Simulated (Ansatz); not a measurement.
# CdSe (F-43m) in Ansatz: single point with PBE

Aim: the single point of CdSe with PBE.

All numbers are computed with Ansatz 0.2.0; they aren't measurements. Logs are shortened: lines on timing, memory, paths and dates and some standing lists are left out, and cuts for length are marked.

### 1 The crystal as given

The structure is cubic, space group F-43m (No. 216). The conventional cell has a = 6.141 Å, b = 6.141 Å, c = 6.141 Å, α = 90.00°, β = 90.00°, γ = 90.00°. Cd (site symmetry -43m) is surrounded by 4 Se at 2.66 Å. Se (site symmetry -43m) has 4 Cd at 2.66 Å as nearest neighbours.

Measurements of this composition are mostly on another form, of space group No. 186.

### 2 Single point, PBE

Input file input.yaml:

```yaml
crystal:
  lattice:
    - [0.0, 3.0702711986, 3.0702711986]
    - [3.0702711986, 0.0, 3.0702711986]
    - [3.0702711986, 3.0702711986, 0.0]
  atoms:
    - { symbol: Cd, position: [0.0, 0.0, 0.0] }
    - { symbol: Se, position: [0.25, 0.25, 0.25] }
kpoints:
  mp_grid: { grid: [8, 8, 8] }
scf:
  occupations: { method: gaussian, width: 0.02 }
hamiltonian:
  xc: pbe
  pseudopotentials: { kind: all_electron, lapw: { basis_error: 0.001 } }
output:
  forces: true
  stress: true
  eigenvalues: true
```

Potentials or basis: all-electron LAPW, scalar-relativistic.

Launch:

```console
> ansatz run input.yaml --threads 1 --pin off --max-ram 3072MiB --backend cpu --events-out ev --progress --plain --runs-dir out
```

Standard output:

```text
Warning: RAYON_NUM_THREADS=1 ignored (pool sized by the plan → 1); use --threads N
LAPW: plane waves up to 8.361 Å⁻¹, error target 1.0e-3 eV per atom; small_component_spin mean_spin; Se in spheres of 1.276 Å, 24 of its electrons in bands, Dirac shells []; Cd in spheres of 1.383 Å, 20 of its electrons in bands, Dirac shells [] (how accurate: hamiltonian.pseudopotentials.lapw.basis_error, Limitations)
Engine: ansatz 0.2.0, aarch64-unknown-linux-gnu
Pseudopotentials: kind: all_electron
Pseudopotential: Cd, LAPW, valence charge 20, lapw/all_electron/scalar/gaussian/Cd, Koelling and Harmon's equation, gaussian nucleus
Pseudopotential: Se, LAPW, valence charge 24, lapw/all_electron/scalar/gaussian/Se, Koelling and Harmon's equation, gaussian nucleus
Functional definition: PBE
  parameter kappa = 0.804
  parameter beta = 0.06672455060314922
  exchange = pbe_x(kappa = kappa, mu = beta*pi^2/3)
  correlation = pbe_c(beta = beta)
Crystal: 2 atoms, lattice volume = 57.884 Å³
Basis set: ecut = 266.34276165907727 eV, 537 PW (Γ), exchange–correlation at level 2
Bands: 27, of which v1, the nominal top of the filled ones, is band 22 counted from 1 (21 counted from 0)
Symmetry: 24 space group operations
Space group: F-43m (ITA 216), of the structure as read, at distance tolerance 3.9e-5 Å
k-points: 29 of 512 (time reversal used)
Non-local potential: Cd, projectors of the file, none
Non-local potential: Se, projectors of the file, none
Initial density: superposition of atomic densities (chi_scale 0.1, normalization cell, long waves kept (reshape's long-wave potential 0.00 eV rms))
Initial wavefunctions: plane waves of lowest kinetic energy (no species holds an atomic orbital)
Functional: x = pbe(κ = 0.804, μ = 0.2195149727645171), c = pbe(β = 0.06672455060314922)
iter 1 solved again at ethr=2.32e-3 eV; its pass at ethr=1.00e-1 eV (dr2=1.02e0 eV) is discarded
SCF iter   1: F=—  HF=-218362.745552 eV  |F-HF|=—  |Δ(HF+E_count)|=         —  Δρ=2.85e-2  dr2=1.02e0  ethr=2.32e-3  ⟨swp⟩=2.0  Hψ=4966  notcnv=0
preconditioner: auto → none  [insulator: Δε(μ)=1.059 eV  Ē_g=12.367 eV  σ=0.020 eV  W_gap=1.00  n_scr=14 (ndim 8)  ℏωp=20.7 eV  f_vac=0.228  D(μ)=0.00/eV (n_scr^D=0)  ε∞_Penn≈3.8]
iter 2 solved again at ethr=4.91e-5 eV; its pass at ethr=2.32e-3 eV (dr2=2.16e-2 eV) is discarded
SCF iter   2: F=—  HF=-218362.401096 eV  |F-HF|=—  |Δ(HF+E_count)|=   3.44e-1  Δρ=7.23e-3  dr2=2.16e-2  ethr=4.91e-5  ⟨swp⟩=2.0  Hψ=4133  notcnv=0  defer=1
SCF iter   3: F=—  HF=-218362.364687 eV  |F-HF|=—  |Δ(HF+E_count)|=   3.64e-2  Δρ=4.26e-3  dr2=1.13e-2  ethr=4.91e-5  ⟨swp⟩=3.0  Hψ=2446  notcnv=0
SCF iter   4: F=—  HF=-218362.364595 eV  |F-HF|=—  |Δ(HF+E_count)|=   9.19e-5  Δρ=1.38e-3  dr2=1.09e-3  ethr=2.57e-5  ⟨swp⟩=2.0  Hψ=2381  notcnv=0
SCF iter   5: F=—  HF=-218362.364740 eV  |F-HF|=—  |Δ(HF+E_count)|=   1.45e-4  Δρ=1.84e-4  dr2=1.31e-5  ethr=2.47e-6  ⟨swp⟩=2.0  Hψ=2239  notcnv=0
SCF iter   6: F=—  HF=-218362.364751 eV  |F-HF|=—  |Δ(HF+E_count)|=   1.08e-5  Δρ=4.56e-5  dr2=1.09e-6  ethr=2.98e-8  ⟨swp⟩=3.0  Hψ=2295  notcnv=0
SCF iter   7: F=-218362.364754 eV  HF=-218362.364754 eV  |F-HF|=1.09e-7  |Δ(HF+E_count)|=   2.69e-6  Δρ=8.63e-6  dr2=3.41e-8  ethr=2.47e-9  ⟨swp⟩=3.0  Hψ=2400  notcnv=0
SCF 1 converged in 7 iterations: F = -218362.364754 eV  dr2 = 3.41e-8
SCF converged after 7 iterations
Free energy (F): -218362.364754 eV
Harris-Foulkes:  -218362.364754 eV  (|F-HF|=1.09e-7)
Internal energy: -218362.364754 eV  (E = F + TS)
E sigma→0 (E₀):  -218362.364754 eV
Fermi energy:    8.019948 eV
--- Per-component energies (eV) ---
  E_band       = -2108.280355
  E_kinetic    = 227171.044196
  E_xc         = -6605.761112
  E_electrostatic = -438927.647837  (all electrons and nuclei)
  E_smearing   = -0.000000  (= −TS)
  E_closure    = 0.000000  (closes the sum)
  E_atoms      = -218356.868614  (free atoms, spherical and without spin; not in F)
  Σ components = -218362.364754   (vs F -218362.364754, Δ=0.00e0)
  Basis errors (estimates in eV, not in F): energy 4.4e-4 per atom: plane waves 4.0e-4 (2.4e-4 summed), levels above the bands 0.0e0, relativity 6.4e-8, radial functions 3.5e-5, core shells 5.6e-7; eigenvalues (radial functions only) 1.4e-6; not estimated: angular momenta, meshes, grids; target (lapw.basis_error) 1.0e-3; muffin-tin radii Se 1.276 Å, Cd 1.383 Å
--- Forces (eV/Å), atoms counted from 1 ---
  atom   1  Cd    -0.00000000     0.00000000    -0.00000000
  atom   2  Se     0.00000000    -0.00000000    -0.00000000
  max |Σ_I F_I| component: 9.25e-18 eV/Å
--- Stress (GPa, compression-positive) ---
        1.303697       0.000000      -0.000000
        0.000000       1.303697       0.000000
       -0.000000       0.000000       1.303697
  P = ⅓ Tr σ = 1.3037 GPa (13.037 kbar)
--- Band table (eV; the first three rows and the last of 29) ---
  k-point 0: bands = ["-199.1760", "-138.6423", "-138.6423", "-138.6423", "-93.8363", "-54.9035", "-54.9035", "-54.9035", "-38.8564", "-38.8564", "-38.8564", "-38.8534", "-38.8534", "-4.6908", "-0.0931", "-0.0931", "-0.0931", "0.2512", "0.2512", "7.7444", "7.7444", "7.7444", "8.2947", "13.6888", "13.6888", "13.6888", "17.4165"]
  k-point 1: bands = ["-199.1760", "-138.6423", "-138.6423", "-138.6423", "-93.8363", "-54.9035", "-54.9035", "-54.9035", "-38.8564", "-38.8564", "-38.8564", "-38.8534", "-38.8534", "-4.6405", "-0.0772", "-0.0772", "-0.0466", "0.2504", "0.2504", "6.5583", "7.6264", "7.6264", "9.2894", "13.4651", "13.8836", "13.8836", "18.0446"]
  k-point 2: bands = ["-199.1760", "-138.6423", "-138.6423", "-138.6423", "-93.8363", "-54.9036", "-54.9035", "-54.9035", "-38.8564", "-38.8564", "-38.8564", "-38.8534", "-38.8534", "-4.5176", "-0.0426", "-0.0426", "0.1084", "0.2532", "0.2532", "5.1565", "7.3650", "7.3650", "9.9907", "13.6577", "14.1913", "14.1913", "17.7935"]
  k-point 28: bands = ["-199.1760", "-138.6423", "-138.6423", "-138.6423", "-93.8363", "-54.9036", "-54.9036", "-54.9035", "-38.8564", "-38.8564", "-38.8563", "-38.8534", "-38.8534", "-4.2325", "0.0805", "0.0834", "0.2199", "0.2562", "0.6987", "3.8982", "5.6218", "5.6590", "12.6566", "12.9638", "14.1666", "15.3478", "18.0792"]
```

It took 18 s on 1 thread of Arm Neoverse V1, shared host; peak memory 0.29 GiB.

What came out:

| Property | Result |
| --- | --- |
| Free energy | -218362.3648 eV |
| Pressure | 1.3 GPa |
| Band gap on the k mesh | 0.55 eV, direct |
